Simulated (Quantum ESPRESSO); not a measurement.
## LiCl: zone-centre phonons and dielectric response under several settings

```xyz
2
Lattice="0.0000 2.5648 2.5648 2.5648 0.0000 2.5648 2.5648 2.5648 0.0000" Properties=species:S:1:pos:R:3 pbc="T T T"
Cl    2.5648    2.5648    2.5648
Li    0.0000    0.0000    0.0000
```

All runs used Quantum ESPRESSO 7.5; k mesh 6 × 6 × 6, shifted; relaxed cell; no spin polarisation; cutoff 707 eV; occupations smeared at first, fixed for the response.

```tsv
level	potentials	volume (Å³/atom)	pressure (GPa)	lowest optical mode without the field (cm⁻¹)	highest mode with the field (cm⁻¹)	ε∞ (mean)	ε0 (mean)	Born charge of atom 1 (e)
PBE	JTH 2.0 PBE	17.09	0.0	171	383	2.95	14.8	-1.19
LDA	JTH 2.0 LDA	?	-0.1	?	?	?	?	?
```

Q: What stands in the row left open?

A: Volume 15.34 Å³/atom; lowest optical mode without the field 230 cm⁻¹; highest mode with the field 412 cm⁻¹; ε∞ 3.18; ε0 10.2; Born charge of atom 1 -1.17 e.
